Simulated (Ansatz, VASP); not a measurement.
**Two plane-wave programs on Zn**

```
CELL_PARAMETERS angstrom
0.00000 1.91766 1.91766
1.91766 0.00000 1.91766
1.91766 1.91766 0.00000
ATOMIC_POSITIONS crystal
Zn 0.00000 0.00000 0.00000
```

Alike in both runs: task single point; functional LDA; k mesh 16 × 16 × 16; occupations fermi-dirac, width 0.1 eV; no spin polarisation.

|  | VASP | Ansatz |
| --- | --- | --- |
| version | VASP 6.6.1 | Ansatz 0.2.0 |
| potentials or method | VASP PAW LDA potentials, release 64 (Zn) | plane waves (420 eV) with PAW, scalar-relativistic |
| plane-wave cutoff (eV) | 520 | 420 |
| valence electrons in the cell | 12 | 12 |

|  | VASP | Ansatz | Ansatz less VASP |
| --- | --- | --- | --- |
| pressure (GPa) | -3.2 | -3.8 | -0.58 |

Ansatz warned: «pseudo_functional_mismatch».
